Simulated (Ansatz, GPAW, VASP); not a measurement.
**Mg: 3 runs at one level of theory**

```
Mg
1.0
     3.20930    0.00000    0.00000
    -1.60465    2.77934    0.00000
     0.00000    0.00000    5.21030
Mg
2
Direct
  0.66667 0.33333 0.75000
  0.33333 0.66667 0.25000
```

Alike in all runs: task single point; functional PBE; k mesh 10 × 10 × 5; occupations gaussian, width 0.019 eV; no spin polarisation; no spin-orbit coupling. Pressure is positive in compression and, in plane waves, holds the error of the finite cutoff.

```tsv
program and potentials	plane-wave cutoff (eV)	notes	pressure (GPa)
GPAW, GPAW PAW data sets (gpaw-data 1.2.1)	800	10 valence electrons an atom on average	?
Ansatz, all-electron LAPW, scalar-relativistic	-	-	-0.46
VASP, PBE PAW files Mg, 520 eV	520	2 valence electrons an atom on average	-0.57
```

Question: Estimate from the other rows what the run with GPAW, GPAW PAW data sets (gpaw-data 1.2.1) gave.

Answer: Pressure -0.53 GPa. The other rows, which needn't bracket it: pressure -0.57 to -0.46.
